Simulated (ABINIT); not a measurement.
MnS:

```xyz
2
Lattice="0.0000 2.6045 2.6045 2.6045 0.0000 2.6045 2.6045 2.6045 0.0000" Properties=species:S:1:pos:R:3 pbc="T T T"
Mn    0.0000    0.0000    0.0000
S     2.6045    2.6045    2.6045
```

Base run:

| Item | Value |
| --- | --- |
| Program | ABINIT 10.8.3 (patched build) |
| Functional | PBEsol |
| Potentials or basis | PseudoDojo NC SR PBEsol v0.4.1 standard |
| Cutoff | 1143 eV |
| k mesh | 7 × 7 × 7 |
| Occupations | fermi-dirac, width 0.05 eV |
| Spin | collinear spin, ferromagnetic start |
| Starting moments | [4.0, 0.0] μB |

Its results: pressure -8.1 GPa; net moment 4.70 μB per cell; site moments Mn +4.04; S +0.12 μB.

**Question.** The run is repeated on the same cell with these changes: k mesh from 7 × 7 × 7 to 6 × 6 × 6, with 4 shifts. What comes out?

**Answer.** Pressure -7.5 GPa; net moment 4.74 μB per cell; site moments Mn +4.06; S +0.13 μB.

Caveats: Libxc's GGAs can fail where the two spin gradients oppose each other; a cell with one magnetic atom can't hold antiferromagnetic order, which such compounds often take.

Not every run made on this cell is shown here.
